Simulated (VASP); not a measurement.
Input of a VASP 6.6.1 run:

INCAR

```
SYSTEM = CaF2
PREC = Accurate
ENCUT = 600
EDIFF = 1E-6
ISMEAR = 0
SIGMA = 0.03
LREAL = .False.
LASPH = .True.
NELM = 80
ALGO = Normal
ISIF = 3
LWAVE = .False.
LCHARG = .False.
GGA = PS
IBRION = 2
NSW = 90
EDIFFG = -0.01
```

KPOINTS

```
regular mesh
0
Gamma
  8 8 8
  0 0 0
```

Contents of POSCAR:

```
CaF2
1.0
    0.0000000000      2.7310000000      2.7310000000
    2.7310000000      0.0000000000      2.7310000000
    2.7310000000      2.7310000000      0.0000000000
Ca F
1 2
Direct
    0.0000000000      0.0000000000      0.0000000000
    0.2500000000      0.2500000000      0.2500000000
    0.7500000000      0.7500000000      0.7500000000
```

Potentials or basis: VASP PAW PBE potentials, release 64 (Ca_sv, F).

Command:

```console
$ cat potpaw_PBE.64/Ca_sv/POTCAR potpaw_PBE.64/F/POTCAR > POTCAR
$ mpirun -np 1 vasp_std > vasp.out
```

Q: What does it give for the relaxed volume?

A: 13.30 Å³/atom.

Q: Predict the band gap on the k mesh.

A: 7.21 eV, indirect (least direct gap 7.47 eV).

The path:
```tsv
step	energy change (eV)	largest force (eV/Å)	pressure (GPa)	volume (Å³)
1	0.0000	0.0000	-1.67	40.74
2	-0.0045	0.0000	0.00	39.91
```

Caveat: the PAW data sets were made with another functional, which shifts forces and pressure a little. A k mesh can miss the band edges.
